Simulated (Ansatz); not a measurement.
# Mo (Fm-3m), two-dimensional strain map

These are results of Ansatz, DFT PBE, scalar-relativistic, plane waves, PAW, not measurements. Cutoff 420 eV, Γ-centred 20×20×20 k-points, Gaussian smearing of 0.15 eV. No spin polarisation. Energies are free energies at this smearing, counted from the undisturbed cell; pressure is positive in compression.

The undisturbed cell (as given, not relaxed at this level; it stands at -4.7 GPa; this fcc form isn't the usual structure):

```
Mo
1.0
     0.00000    2.01500    2.01500
     2.01500    0.00000    2.01500
     2.01500    2.01500    0.00000
Mo
1
Direct
  0.00000 0.00000 0.00000
```

The cell is strained by p along both x and y and by q along z, fractional coordinates fixed. Points are written (p, q).

Energy above the undisturbed cell in meV/atom (a dash: not computed):

```
 p \ q  -0.080  -0.040  0.000  0.040  0.080
-0.080   726.3   459.0  249.6   93.1  -14.1
-0.040   257.9   128.0   32.2  -29.5  -57.2
 0.000    -3.7   -11.7    0.0   26.4   70.3
 0.040  -101.2   -10.8   92.7  201.1  311.7
 0.080   -67.3   101.6  276.6  452.1  623.0
```

Pressure in GPa:

```
 p \ q  -0.080  -0.040  0.000  0.040  0.080
-0.080    86.1    64.8   47.3   32.8   20.3
-0.040    46.0    29.8   16.6    5.8   -3.2
 0.000    17.2     5.1   -4.7  -12.6  -19.0
 0.040    -3.8   -12.4  -19.2  -24.7  -29.0
 0.080   -19.1   -24.7  -29.1  -32.5  -35.2
```